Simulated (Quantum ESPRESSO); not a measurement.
# CdS (Hawleyite) (F-43m) in Quantum ESPRESSO: a series of runs

The runs below take CdS (Hawleyite) through relaxation of cell and atoms, with LDA.

Program: Quantum ESPRESSO 7.5. These are calculated values, not measurements. Logs are shortened: lines on timing, memory, paths and dates and some standing lists are left out, and cuts for length are marked.

**1. Starting point**

The structure is cubic, space group F-43m (No. 216). The conventional cell has a = 5.833 Å, b = 5.833 Å, c = 5.833 Å, α = 90.00°, β = 90.00°, γ = 90.00°. Cd (site symmetry -43m) has 4 S at 2.53 Å as nearest neighbours. S (site symmetry -43m) is surrounded by 4 Cd at 2.53 Å.

**2. Relaxation of cell and atoms, LDA, target pressure 5 GPa, at which the enthalpy is minimised**

Input file pw.in:

```
&CONTROL
  calculation = 'vc-relax'
  prefix = 'pwscf'
  outdir = './tmp'
  pseudo_dir = './pseudo'
  tprnfor = .true.
  tstress = .true.
  disk_io = 'low'
  nstep = 40
  forc_conv_thr = 0.0004
  etot_conv_thr = 1d-05
/
&SYSTEM
  ibrav = 0
  nat = 2
  ntyp = 2
  ecutwfc = 69
  ecutrho = 552
  nbnd = 15
  input_dft = 'pz'
  occupations = 'smearing'
  smearing = 'fd'
  degauss = 0.00367493
/
&ELECTRONS
  conv_thr = 4d-10
  electron_maxstep = 120
  mixing_beta = 0.5
/
&IONS
  ion_dynamics = 'bfgs'
/
&CELL
  cell_dynamics = 'bfgs'
  press = 50
  press_conv_thr = 0.3
/
ATOMIC_SPECIES
Cd   112.4140 Cd.pbe-dn-rrkjus_psl.0.3.1.UPF
S     32.0600 s_pbe_v1.4.uspp.F.UPF
CELL_PARAMETERS bohr
   0.0000000000    5.5113862425    5.5113862425
   5.5113862425    0.0000000000    5.5113862425
   5.5113862425    5.5113862425    0.0000000000
ATOMIC_POSITIONS bohr
Cd     0.0000000000    0.0000000000    0.0000000000
S      8.2670793637    8.2670793637    8.2670793637
K_POINTS automatic
8 8 8 0 0 0
```

Potentials or basis: SSSP 1.3 efficiency PBE.

Command:

```bash
$ OMP_NUM_THREADS=1 pw.x -in pw.in > pw.out
```

pw.out:

```text
This program is part of the open-source Quantum ESPRESSO suite
     for quantum simulation of materials; please cite
         "P. Giannozzi et al., J. Phys.:Condens. Matter 21 395502 (2009);
         "P. Giannozzi et al., J. Phys.:Condens. Matter 29 465901 (2017);
         "P. Giannozzi et al., J. Chem. Phys. 152 154105 (2020);
     in publications or presentations arising from this work. More details at

     file Cd.pbe-dn-rrkjus_psl.0.3.1.UPF: wavefunction(s)  4D renormalized

     IMPORTANT: XC functional enforced from input :
     Exchange-correlation= PZ
                           (   1   1   0   0   0   0   0)
     Any further DFT definition will be discarded
     Please, verify this is what you really want

     Message from routine setup:
     using ibrav=0 with symmetry is DISCOURAGED, use correct ibrav instead

     G-vector sticks info
     --------------------
     sticks:   dense  smooth     PW     G-vecs:    dense   smooth      PW
     Sum        2299    1159    349                73001    25893    4279

     Using Slab Decomposition

     bravais-lattice index     =            0
     lattice parameter (alat)  =       7.7943  a.u.
     unit-cell volume          =     334.8209 (a.u.)^3
     number of atoms/cell      =            2
     number of atomic types    =            2
     number of electrons       =        18.00
     number of Kohn-Sham states=           15
     kinetic-energy cutoff     =      69.0000  Ry
     charge density cutoff     =     552.0000  Ry
     scf convergence threshold =      4.0E-10
     mixing beta               =       0.5000
     number of iterations used =            8  plain     mixing
     energy convergence thresh.=      1.0E-05
     force convergence thresh. =      4.0E-04
     press convergence thresh. =      3.0E-01
     Exchange-correlation= PZ
                           (   1   1   0   0   0   0   0)
     nstep                     =           40

     celldm(1)=   7.794277  celldm(2)=   0.000000  celldm(3)=   0.000000
     celldm(4)=   0.000000  celldm(5)=   0.000000  celldm(6)=   0.000000

     crystal axes: (cart. coord. in units of alat)
               a(1) = (   0.000000   0.707107   0.707107 )
               a(2) = (   0.707107   0.000000   0.707107 )
               a(3) = (   0.707107   0.707107   0.000000 )

     reciprocal axes: (cart. coord. in units 2 pi/alat)
               b(1) = ( -0.707107  0.707107  0.707107 )
               b(2) = (  0.707107 -0.707107  0.707107 )
               b(3) = (  0.707107  0.707107 -0.707107 )

     PseudoPot. # 1 for Cd read from file:
     Cd.pbe-dn-rrkjus_psl.0.3.1.UPF
     Pseudo is Ultrasoft + core correction, Zval = 12.0
     Generated using "atomic" code by A. Dal Corso  v.5.0.99 svn rev. 10869
     Using radial grid of 1239 points,  6 beta functions with:
                l(1) =   0
                l(2) =   0
                l(3) =   1
                l(4) =   1
                l(5) =   2
                l(6) =   2
     Q(r) pseudized with 0 coefficients

     PseudoPot. # 2 for S  read from file:
     s_pbe_v1.4.uspp.F.UPF
     Pseudo is Ultrasoft + core correction, Zval =  6.0
     Generated by new atomic code, or converted to UPF format
     Using radial grid of  907 points,  6 beta functions with:
                l(1) =   0
                l(2) =   0
                l(3) =   1
                l(4) =   1
                l(5) =   2
                l(6) =   2
     Q(r) pseudized with  8 coefficients,  rinner =    1.300   1.300   1.300
                                                       1.300   1.300

     atomic species   valence    mass     pseudopotential
     Cd               12.00   112.41400     Cd( 1.00)
     S                 6.00    32.06000     S ( 1.00)

     24 Sym. Ops. (no inversion) found

   Cartesian axes

     site n.     atom                  positions (alat units)
         1        Cd     tau(   1) = (   0.0000000   0.0000000   0.0000000  )
         2        S      tau(   2) = (   1.0606602   1.0606602   1.0606602  )

     number of k points=    29  Fermi-Dirac smearing, width (Ry)=  0.0037
                       cart. coord. in units 2pi/alat
        k(    1) = (   0.0000000   0.0000000   0.0000000), wk =   0.0039062
        k(    2) = (   0.0883883   0.0883883  -0.0883883), wk =   0.0312500
        k(    3) = (   0.1767767   0.1767767  -0.1767767), wk =   0.0312500
        k(    4) = (   0.2651650   0.2651650  -0.2651650), wk =   0.0312500
        k(    5) = (  -0.3535534  -0.3535534   0.3535534), wk =   0.0156250
        k(    6) = (   0.1767767   0.0000000   0.0000000), wk =   0.0234375
[... 21 lines left out ...]
        k(   28) = (  -0.7071068   0.1767767  -0.0000000), wk =   0.0468750
        k(   29) = (  -0.7071068   0.3535534   0.0000000), wk =   0.0234375

     Dense  grid:    73001 G-vectors     FFT dimensions: (  60,  60,  60)

     Smooth grid:    25893 G-vectors     FFT dimensions: (  45,  45,  45)

     Initial potential from superposition of free atoms

     starting charge      17.9951, renormalised to      18.0000
     Starting wfcs are   13 randomized atomic wfcs +    2 random wfcs

     Self-consistent Calculation

     iteration #  1     ecut=    69.00 Ry     beta= 0.50
     Davidson diagonalization with overlap
     ethr =  1.00E-02,  avg # of iterations =  5.8

     Threshold (ethr) on eigenvalues was too large:
     Diagonalizing with lowered threshold

     Davidson diagonalization with overlap
     ethr =  2.80E-04,  avg # of iterations =  3.8
[... 226 lines left out ...]
     Computing stress (Cartesian axis) and pressure

          total   stress  (Ry/bohr**3)                   (kbar)     P=      -20.18
  -0.00013718  -0.00000000  -0.00000000          -20.18       -0.00       -0.00
  -0.00000000  -0.00013718   0.00000000           -0.00      -20.18        0.00
  -0.00000000   0.00000000  -0.00013718           -0.00        0.00      -20.18

     BFGS Geometry Optimization
     Energy error            =      5.8E-03 Ry
     Gradient error          =      3.0E-27 Ry/Bohr
     Cell gradient error     =      7.0E+01 kbar

     number of scf cycles    =   1
     number of bfgs steps    =   0

     enthalpy           new  =    -145.7356944340 Ry

     new trust radius        =       0.0436473900 bohr
     new conv_thr            =       0.0000000004 Ry
[... 1010 lines left out ...]
          total   stress  (Ry/bohr**3)                   (kbar)     P=       49.99
   0.00033985  -0.00000000  -0.00000000           49.99       -0.00       -0.00
  -0.00000000   0.00033985  -0.00000000           -0.00       49.99       -0.00
  -0.00000000  -0.00000000   0.00033985           -0.00       -0.00       49.99

     Energy error            =      1.3E-06 Ry
     Gradient error          =      3.1E-27 Ry/Bohr
     Cell gradient error     =      7.1E-03 kbar

     bfgs converged in   5 scf cycles and   4 bfgs steps
     (criteria: energy <  1.0E-05 Ry, force <  4.0E-04 Ry/Bohr, cell <  3.0E-01 kbar)

     End of BFGS Geometry Optimization

     Final enthalpy           =    -145.7436305151 Ry

Begin final coordinates
     new unit-cell volume =    304.16779 a.u.^3 (    45.07302 Ang^3 )
     density =      5.32258 g/cm^3

CELL_PARAMETERS (bohr)
   0.000000000   5.337784993   5.337784993
   5.337784993   0.000000000   5.337784993
   5.337784993   5.337784993   0.000000000

ATOMIC_POSITIONS (bohr)
Cd               0.0000000000       -0.0000000000       -0.0000000000
S                8.0066774890        8.0066774890        8.0066774890
End final coordinates

     Final scf calculation at the relaxed structure.
     The G-vectors are recalculated for the final unit cell
     Results may differ from those at the preceding step.

     G-vector sticks info
     --------------------
     sticks:   dense  smooth     PW     G-vecs:    dense   smooth      PW
     Sum        2173    1069    313                66539    23505    3839

     Using Slab Decomposition

     bravais-lattice index     =            0
     lattice parameter (alat)  =       7.7943  a.u.
     unit-cell volume          =     304.1678 (a.u.)^3
     number of atoms/cell      =            2
     number of atomic types    =            2
     number of electrons       =        18.00
     number of Kohn-Sham states=           15
     kinetic-energy cutoff     =      69.0000  Ry
     charge density cutoff     =     552.0000  Ry
     scf convergence threshold =      4.0E-12
     mixing beta               =       0.5000
     number of iterations used =            8  plain     mixing
     press convergence thresh. =      3.0E-01
     Exchange-correlation= PZ
                           (   1   1   0   0   0   0   0)

     celldm(1)=   7.794277  celldm(2)=   0.000000  celldm(3)=   0.000000
     celldm(4)=   0.000000  celldm(5)=   0.000000  celldm(6)=   0.000000

     crystal axes: (cart. coord. in units of alat)
               a(1) = (   0.000000   0.684834   0.684834 )
               a(2) = (   0.684834   0.000000   0.684834 )
               a(3) = (   0.684834   0.684834   0.000000 )

     reciprocal axes: (cart. coord. in units 2 pi/alat)
               b(1) = ( -0.730104  0.730104  0.730104 )
               b(2) = (  0.730104 -0.730104  0.730104 )
               b(3) = (  0.730104  0.730104 -0.730104 )

     PseudoPot. # 1 for Cd read from file:
     Cd.pbe-dn-rrkjus_psl.0.3.1.UPF
     Pseudo is Ultrasoft + core correction, Zval = 12.0
     Generated using "atomic" code by A. Dal Corso  v.5.0.99 svn rev. 10869
     Using radial grid of 1239 points,  6 beta functions with:
                l(1) =   0
                l(2) =   0
                l(3) =   1
                l(4) =   1
                l(5) =   2
                l(6) =   2
     Q(r) pseudized with 0 coefficients

     PseudoPot. # 2 for S  read from file:
     s_pbe_v1.4.uspp.F.UPF
     Pseudo is Ultrasoft + core correction, Zval =  6.0
     Generated by new atomic code, or converted to UPF format
     Using radial grid of  907 points,  6 beta functions with:
                l(1) =   0
                l(2) =   0
                l(3) =   1
                l(4) =   1
                l(5) =   2
                l(6) =   2
     Q(r) pseudized with  8 coefficients,  rinner =    1.300   1.300   1.300
                                                       1.300   1.300

     atomic species   valence    mass     pseudopotential
     Cd               12.00   112.41400     Cd( 1.00)
     S                 6.00    32.06000     S ( 1.00)

     24 Sym. Ops. (no inversion) found

   Cartesian axes

     site n.     atom                  positions (alat units)
         1        Cd     tau(   1) = (   0.0000000  -0.0000000  -0.0000000  )
         2        S      tau(   2) = (   1.0272508   1.0272508   1.0272508  )

     number of k points=    29  Fermi-Dirac smearing, width (Ry)=  0.0037
                       cart. coord. in units 2pi/alat
        k(    1) = (   0.0000000   0.0000000   0.0000000), wk =   0.0039062
        k(    2) = (   0.0912630   0.0912630  -0.0912630), wk =   0.0312500
        k(    3) = (   0.1825260   0.1825260  -0.1825260), wk =   0.0312500
        k(    4) = (   0.2737890   0.2737890  -0.2737890), wk =   0.0312500
        k(    5) = (  -0.3650520  -0.3650520   0.3650520), wk =   0.0156250
        k(    6) = (   0.1825260   0.0000000  -0.0000000), wk =   0.0234375
[... 21 lines left out ...]
        k(   28) = (  -0.7301041   0.1825260   0.0000000), wk =   0.0468750
        k(   29) = (  -0.7301041   0.3650520   0.0000000), wk =   0.0234375

     Dense  grid:    66539 G-vectors     FFT dimensions: (  60,  60,  60)

     Smooth grid:    23505 G-vectors     FFT dimensions: (  40,  40,  40)

     Initial potential from superposition of free atoms

     starting charge      17.9951, renormalised to      18.0000
     Starting wfcs are   13 randomized atomic wfcs +    2 random wfcs

     Self-consistent Calculation

     iteration #  1     ecut=    69.00 Ry     beta= 0.50
     Davidson diagonalization with overlap
     c_bands:  1 eigenvalues not converged
     c_bands:  1 eigenvalues not converged
     c_bands:  1 eigenvalues not converged
     c_bands:  2 eigenvalues not converged
     c_bands:  1 eigenvalues not converged
     c_bands:  1 eigenvalues not converged
[... 263 lines left out ...]
     Computing stress (Cartesian axis) and pressure

          total   stress  (Ry/bohr**3)                   (kbar)     P=       50.51
   0.00034338   0.00000000  -0.00000000           50.51        0.00       -0.00
  -0.00000000   0.00034338   0.00000000           -0.00       50.51        0.00
  -0.00000000  -0.00000000   0.00034338           -0.00       -0.00       50.51

=------------------------------------------------------------------------------=
   JOB DONE.
=------------------------------------------------------------------------------=
```

Run time: 3.2 min. Hardware: 1 thread of Arm Neoverse V2, shared host; peak memory 0.31 GiB.

Results:

* Free energy: -1984.3479 eV
* Relaxed volume: 22.54 Å³/atom
* Relaxed cell: a = 3.995 Å, b = 3.995 Å, c = 3.995 Å, α = 60.00°, β = 60.00°, γ = 60.00°
* Space group after relaxing (to 0.05 Å): F-43m (No. 216)
* Energy change on relaxing (the enthalpy is what falls): +16.9 meV/atom
* Ionic steps: 5
* Pressure after relaxing: 5.1 GPa
* Band gap on the k mesh: 1.00 eV, direct

The path:
```
step  energy change (eV)  largest force (eV/Å)  pressure (GPa)  volume (Å³)
   1              0.0000                0.0000           -2.02        49.62
   2             -0.0099                0.0000            0.26        47.86
   3              0.0268                0.0000            4.54        45.31
   4              0.0346                0.0000            5.05        45.05
   5              0.0338                0.0000            5.00        45.07
```

Final structure:
```
Cd S
1.0
     0.00000    2.82463    2.82463
     2.82463    0.00000    2.82463
     2.82463    2.82463    0.00000
Cd S
1 1
Direct
  0.00000 0.00000 0.00000
  0.75000 0.75000 0.75000
```

Levels at points of the mesh, in eV from the valence-band top:
```tsv
k point	band 5	band 6	band 7	band 8	band 9	band 10	band 11	band 12	band 13	band 14
(0.00, 0.00, 0.00)	-7.50	-7.50	0.00	0.00	0.00	1.00	6.23	6.23	6.23	11.42
(0.00, 0.00, -0.50)	-7.45	-7.03	-5.21	-0.94	-0.94	2.83	6.76	6.76	7.46	11.00
(0.00, -0.50, -0.50)	-7.38	-6.97	-4.54	-2.33	-2.33	3.09	4.19	9.35	11.08	11.08
```

Caveat: the potentials were made for another functional, which shifts forces and pressure.

(Continued in part 2 of 2.)
